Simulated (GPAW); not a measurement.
# PbS (Cmcm) in GPAW: notebook

The runs below take PbS through Born charges, wannier90, band structure, with vdW-DF-cx, LDA.

Everything below comes from runs of GPAW 26.7.0. Logs are shortened: lines on timing, memory, paths and dates and some standing lists are left out, and cuts for length are marked. The log counts tension as positive stress, the text compression.

### Step 1. The structure

Symmetry: Cmcm, No. 63, orthorhombic system. Conventional cell: a = 4.160 Å, b = 11.983 Å, c = 4.279 Å, α = 90.00°, β = 90.00°, γ = 90.00°. Pb (site symmetry m2m) has 5 S at 2.69 to 2.99 Å as nearest neighbours. Around S (site symmetry m2m) lie 5 Pb at 2.69 to 2.99 Å.

Measurements of this composition are mostly on another form, of space group No. 225.

### Step 2. Born charges, vdW-DF-cx

Input file run.py:

```python
import json
import numpy as np
from ase import Atoms
from ase.constraints import FixSymmetry
from ase.io import write
from ase.optimize import BFGS
from phonopy import Phonopy
from phonopy.structure.atoms import PhonopyAtoms
from gpaw import GPAW, PW
from gpaw.berryphase import polarization_phase

atoms = Atoms(['Pb', 'Pb', 'S', 'S'],
              cell=[[2.079952695, -5.991296865, 0.0],
                    [2.079952695, 5.991296865, 0.0],
                    [0.0, 0.0, 4.27932094]],
              scaled_positions=[[0.13056335, 0.86943665, 0.25],
                                [0.86943665, 0.13056335, 0.75],
                                [0.35479709, 0.64520291, 0.25],
                                [0.64520291, 0.35479709, 0.75]],
              pbc=True)

calc = GPAW(mode=PW(660),
            xc={'name': 'vdW-DF-cx', 'backend': 'libvdwxc'},
            kpts={'size': (2, 2, 2), 'gamma': True},
            occupations={'name': 'fermi-dirac', 'width': 0.01},
            nbands=33,
            convergence={'density': 1e-06, 'eigenstates': 1e-09},
            maxiter=60,
            txt='gpaw.txt')
atoms.calc = calc
atoms.set_constraint(FixSymmetry(atoms))
BFGS(atoms, trajectory='relax.traj', logfile='-').run(fmax=0.005, steps=40)
atoms.set_constraint()
energy = atoms.get_potential_energy()
forces = atoms.get_forces()
calc.write('gs.gpw')
write('result.traj', atoms)
print('Cell:', atoms.cell.cellpar().round(4))
print(atoms.get_scaled_positions().round(5))

n = len(atoms)
unit = PhonopyAtoms(symbols=atoms.get_chemical_symbols(), cell=atoms.cell[:], scaled_positions=atoms.get_scaled_positions())
ph = Phonopy(unit, supercell_matrix=np.eye(3, dtype=int), primitive_matrix=np.eye(3), symprec=1e-4)
ph.generate_displacements(distance=0.02, is_plusminus=True)
forces, phases = [], []
for i, move in enumerate(ph.dataset['first_atoms']):
    b = atoms.copy()
    b.positions[move['number']] += move['displacement']
    c = GPAW(mode=PW(660),
             xc={'name': 'vdW-DF-cx', 'backend': 'libvdwxc'},
             kpts={'size': (2, 2, 2), 'gamma': True},
             occupations={'name': 'fermi-dirac', 'width': 0.01},
             nbands=33,
             convergence={'density': 1e-06, 'eigenstates': 1e-09},
             maxiter=60,
             symmetry='off',
             txt=f'disp-{i:02d}.txt')
    b.calc = c
    f = b.get_forces()
    forces.append(f - f.mean(axis=0))
    c.write('disp.gpw', 'all')
    phases.append(polarization_phase(gpw_wfs='disp.gpw')['phase_c'])
    print(move['number'], np.round(move['displacement'], 4), 'phases', phases[-1].round(5), flush=True)

# each pair of opposite moves, with its images under the space group
ops, cell, spos = ph.symmetry.symmetry_operations, atoms.cell[:].T, atoms.get_scaled_positions()
moves, dipoles = [[] for a in atoms], [[] for a in atoms]
for move, up, down in zip(ph.dataset['first_atoms'][::2], phases[::2], phases[1::2]):
    dphi = (up - down + np.pi) % (2 * np.pi) - np.pi
    dp = dphi @ atoms.cell[:] / (2 * np.pi)  # e A
    for w, t in zip(ops['rotations'], ops['translations']):
        x = w @ spos[move['number']] + t - spos
        b = np.linalg.norm(x - x.round(), axis=1).argmin()
        R = cell @ w @ np.linalg.inv(cell)
        moves[b].append(R @ move['displacement'] * 2)
        dipoles[b].append(R @ dp)
Z = np.array([np.linalg.lstsq(np.array(u), np.array(p), rcond=None)[0].T for u, p in zip(moves, dipoles)])  # Z[a, i, j] = dp_i / du_j
ph.forces = forces
ph.produce_force_constants()
ph.symmetrize_force_constants()
H = ph.force_constants.transpose(0, 2, 1, 3).reshape((3 * n, 3 * n))
rule = Z.sum(axis=0)
print('Sum of the charges:')
print(rule.round(4))
Z -= rule / n
for a in atoms:
    print(a.symbol)
    print(Z[a.index].round(3))
w = np.repeat(atoms.get_masses()**-0.5, 3)
omega2, modes = np.linalg.eigh(H * w * w[:, None])
nu = np.sign(omega2) * abs(omega2)**0.5 * 521.4709  # cm^-1
dipoles = np.einsum('aij,ajm->mi', Z, (modes * w[:, None]).reshape((n, 3, -1)))  # e / amu^0.5
optical = np.argsort(abs(omega2))[3:]
eps_ion = sum(np.outer(dipoles[m], dipoles[m]) / omega2[m] for m in optical) * 4 * np.pi * 14.399645 / atoms.get_volume()
for m in range(3 * n):
    print(f'{nu[m]:9.2f} cm^-1  IR {(dipoles[m]**2).sum():8.4f} e^2/amu')
print('Lattice part of the dielectric tensor:')
print(eps_ion.round(3))
json.dump({'Z': Z.tolist(), 'rule': rule.tolist(), 'nu': nu.tolist(), 'ir': (dipoles**2).sum(1).tolist(), 'eps_ion': eps_ion.tolist()},
          open('born.json', 'w'))
```

Potentials or basis: GPAW PAW data sets (gpaw-data 1.2.1), pw.

The run is started by

```bash
$ OMP_NUM_THREADS=1 python run.py
```

gpaw.txt:

```text
__  _  _
 | _ |_)|_||  |
 |__||  | ||/\| - 26.7.0

Input parameters:
  mode=PW(ecut=660.0),
  convergence={'density': 1e-06, 'eigenstates': 1e-09},
  kpts=MonkhorstPack(size=(2, 2, 2), gamma=True),
  maxiter=60,
  nbands=33,
  occupations=Occupations(name='fermi-dirac', width=0.01),
  xc=XC(name='vdW-DF-cx', backend='libvdwxc')

Diagonalizing LCAO Hamiltonian
Converting LCAO to pw mode

             Pb
         S S
       Pb

Atoms  # Å, Bohr magnetons
|   | symbol |        x |         y |        z |    initial magnetic moments |
|---|--------|----------|-----------|----------|-----------------------------|
| 0 |     Pb | 2.079953 |  4.426809 | 1.069830 | ( 0.0000,  0.0000,  0.0000) |
| 1 |     Pb | 2.079953 | -4.426809 | 3.209491 | ( 0.0000,  0.0000,  0.0000) |
| 2 |      S | 2.079953 |  1.739907 | 1.069830 | ( 0.0000,  0.0000,  0.0000) |
| 3 |      S | 2.079953 | -1.739907 | 3.209491 | ( 0.0000,  0.0000,  0.0000) |

Unit cell  # Å
| periodic |        x |         y |        z |  lengths |     angles |
|----------|----------|-----------|----------|----------|------------|
|      yes | 2.079953 | -5.991297 | 0.000000 | 6.342069 |  90.000000 |
|      yes | 2.079953 |  5.991297 | 0.000000 | 6.342069 |  90.000000 |
|      yes | 0.000000 |  0.000000 | 4.279321 | 4.279321 | 141.709848 |

Number of symmetries: 4
Symmetry operations  # r_c * U_cc + t_c -> r_c
|   | kind |            matrix            |
|---|------|------------------------------|
| 0 |  E   |  1, 0, 0,  0, 1, 0,  0, 0, 1 |
| 1 |  C2  |  0, 1, 0,  1, 0, 0,  0, 0,-1 |
| 2 |  σ   |  0,-1, 0, -1, 0, 0,  0, 0, 1 |
| 3 |  i   | -1, 0, 0,  0,-1, 0,  0, 0,-1 |

BZ-sampling:
  Number of BZ points: 8
  Number of IBZ points: 6

  Monkhorst-Pack size: [2, 2, 2]
  Monkhorst-Pack shift: [0.25, 0.25, 0.25]

K-points  # in reciprocal-cell coordinates
|   |                                coordinates |     weight |
|---|--------------------------------------------|------------|
| 0 | (  0.00000000,   0.00000000,   0.00000000) | 0.12500000 |
| 1 | (  0.00000000,   0.00000000,   0.50000000) | 0.12500000 |
| 2 | (  0.50000000,   0.00000000,   0.00000000) | 0.25000000 |
| 3 | (  0.50000000,   0.00000000,   0.50000000) | 0.25000000 |
| 4 | (  0.50000000,   0.50000000,   0.00000000) | 0.12500000 |
| 5 | (  0.50000000,   0.50000000,   0.50000000) | 0.12500000 |

Plane wave coefficients: 4128
Cutoff: 660.0 eV

Spin-components: 1 (collinear spins)
Bands:           33
Projectors:      22
Spin-degeneracy: 2
Datatype:        complex128

Parallelization:
  kpt:    1
  domain: 1
  band:   1

Density:
  Valence electrons: 40.0
  Components: 1
  Grid points: [40 40 27]
  Charge: 0.0  # |e|

Potential:
  Grid points: [40 40 27]

species:
  Pb:
    name:    Lead
    Z:       82.0
    valence: 14
    core:    68
    charge:  0.0  # [|e|]
    compensation charges:
      type: gauss
      rc: 0.38  # [Å]
      lmax: 2
    cutoffs:
      filter: 2.36  # [Å]
      core: 2.43  # [Å]
    projectors
    | kind |    occ | energy [eV] | rcut [Å] |
    |------|--------|-------------|----------|
    |   6s |  2.000 |     -11.969 |    1.259 |
    |   6p |  2.000 |      -3.506 |    1.275 |
    |   5d | 10.000 |     -21.211 |    1.217 |
    |    s |        |      15.243 |    1.259 |
    |    p |        |      23.705 |    1.275 |
    |    d |        |       6.001 |    1.217 |

    Using partial waves for Pb as LCAO basis

  S:
    name:    Sulfur
    Z:       16.0
    valence: 6
    core:    10
    charge:  0.0  # [|e|]
    compensation charges:
      type: gauss
      rc: 0.24  # [Å]
      lmax: 2
    cutoffs:
      filter: 1.77  # [Å]
      core: 1.66  # [Å]
    projectors
    | kind |    occ | energy [eV] | rcut [Å] |
    |------|--------|-------------|----------|
    |   3s |  2.000 |     -17.254 |    0.974 |
    |   3p |  4.000 |      -7.008 |    0.979 |
    |    s |        |       9.957 |    0.974 |
    |    p |        |      20.203 |    0.979 |
    |    d |        |       0.000 |    0.900 |

    Using partial waves for S as LCAO basis

Reference energy: -1156264.166523  # eV

eigensolver:
  PPCG
  Converge bands: occupied
  niter=2

density mixing:
  MSR1-Mixer
  Pratt-step length: 0.05
  Maximum mixing coefficient: 0.75
  Old densities: 10
  SVD Regularization: 0.005
  Good broyden scale: 1.0
  Trust region scale: 1.0
  Backstep threshold: 4.0
  History deletion threshold: 6.0
  Fourier metric: weight=20.0, sigma=0.015

occupation numbers:
  Fermi-Dirac:
    width: 0.0100  # eV

poisson solver:
  ecut: 5280.0  # eV

xc functional:
  name: vdW-DF-cx with libvdwxc
  Mode: serial
  Semilocal: GGA_X_LV_RPW86+LDA_C_PW with 2 nearest neighbor stencil
  Local blocksize: 80 x 80 x 54
  PAW datasets: PBE

convergence criteria:
- Maximum integral of absolute [dens]ity change: 1e-06 electrons / valence electron
- Maximum integral of absolute [eigenst]ate change: 1e-09 eV^2 / valence electron
- Maximum [total energy] change in last 3 cyles: 0.0005 eV / valence electron
maximum number of iterations: 60
[... 253 lines left out ...]
Gap: 1.538 eV
Transition (v -> c):
  (s=0, k=0, n=19, [0.00, 0.00, 0.00]) -> (s=0, k=4, n=20, [0.50, 0.50, 0.00])
Direct/indirect transitions are different
Direct gap: 1.575 eV
Transition at: (s=0, k=4, n=19, [0.50, 0.50, 0.00])

Forces  # eV/Ang
|        x |        y |        z |
|----------|----------|----------|
| -0.00000 |  1.02402 | -0.00001 |  # Pb   0
|  0.00000 | -1.02402 |  0.00001 |  # Pb   1
|  0.00000 | -0.37718 |  0.00000 |  # S    2
|  0.00000 |  0.37718 | -0.00000 |  # S    3

             Pb
         S S
       Pb
[... 79 lines left out ...]
Gap: 1.327 eV
Transition (v -> c):
  (s=0, k=4, n=19, [0.50, 0.50, 0.00]) -> (s=0, k=4, n=20, [0.50, 0.50, 0.00])
No difference between direct/indirect transitions

Forces  # eV/Ang
|       x |        y |        z |
|---------|----------|----------|
| 0.00000 |  0.46434 | -0.00000 |  # Pb   0
| 0.00000 | -0.46434 |  0.00000 |  # Pb   1
| 0.00000 |  0.18463 |  0.00000 |  # S    2
| 0.00000 | -0.18463 | -0.00000 |  # S    3
[... 82 lines left out ...]
Gap: 1.353 eV
Transition (v -> c):
  (s=0, k=4, n=19, [0.50, 0.50, 0.00]) -> (s=0, k=4, n=20, [0.50, 0.50, 0.00])
No difference between direct/indirect transitions

Forces  # eV/Ang
|       x |        y |        z |
|---------|----------|----------|
| 0.00000 |  0.50744 | -0.00000 |  # Pb   0
| 0.00000 | -0.50744 |  0.00000 |  # Pb   1
| 0.00000 |  0.11952 |  0.00000 |  # S    2
| 0.00000 | -0.11952 | -0.00000 |  # S    3
[... 413 lines left out ...]
SCF iterations
|iter     | |      energy | eigst |  dens |
|---------|-|-------------|-------|-------|
|iter:   1| |  233.238579c| -4.49 |       |
|iter:   2| |  233.238589c| -6.37 | -3.51 |
|iter:   3| |  233.238611c| -6.14 | -3.59 |
|iter:   4| |  233.238612c| -6.79 | -4.13 |
|iter:   5| |  233.238612c| -8.01 | -4.55 |
|iter:   6| |  233.238612c| -9.37c| -5.17 |
|iter:   7| |  233.238612c|-10.07c| -5.59 |
|iter:   8| |  233.238612c|-10.67c| -6.14c|

Converged in 8 steps
Energy contributions relative to reference atoms: (reference = -1156264.166523)

Energy contributions:
  Kinetic:          32.669289
  Coulomb:         -32.238415
  Zero:             -0.518761
  External:          0.000000
  Xc:              233.326499
  Entropy:          -0.000000
  Spinorbit:         0.000000
  ----------------------------
  Free energy:     233.238612
  Extrapolated:    233.238612
[... 35 lines left out ...]
Forces  # eV/Ang
|       x |        y |        z |
|---------|----------|----------|
| 0.00000 |  0.00179 | -0.00000 |  # Pb   0
| 0.00000 | -0.00179 |  0.00000 |  # Pb   1
| 0.00000 | -0.00346 |  0.00000 |  # S    2
| 0.00000 |  0.00346 | -0.00000 |  # S    3

# Writing to gs.gpw (mode='')
```

Wall time 5.7 min (1 thread of Arm Neoverse V2, shared host); peak memory 0.74 GiB.

The run converged, but some of its settings lie outside the range that counts as converged, so its numbers aren't taken as properties of the crystal.

Results:

* Free energy: 233.2386 eV
* Largest force after relaxing: 0.003 eV/Å
* Band gap on the k mesh: 1.45 eV, indirect (least direct gap 1.77 eV)
* Born charges (mean of the diagonal): Pb +3.97; S -3.97 e
* Highest phonon frequency at Γ, LO-TO splitting left out: 286 cm⁻¹
* Most unstable mode: 97i cm⁻¹

Caveat: the k mesh is coarse (spacing up to 0.80 Å⁻¹), so the values aren't converged; some modes are imaginary; the LO-TO splitting is left out; the PAW data sets were made with another functional, which shifts forces and pressure a little; spin-orbit coupling is left out, which as a rule narrows the gap of such compounds by several tenths of an eV; the program warned that so skewed a cell can give wrong results.

(Continued in part 2 of 2.)
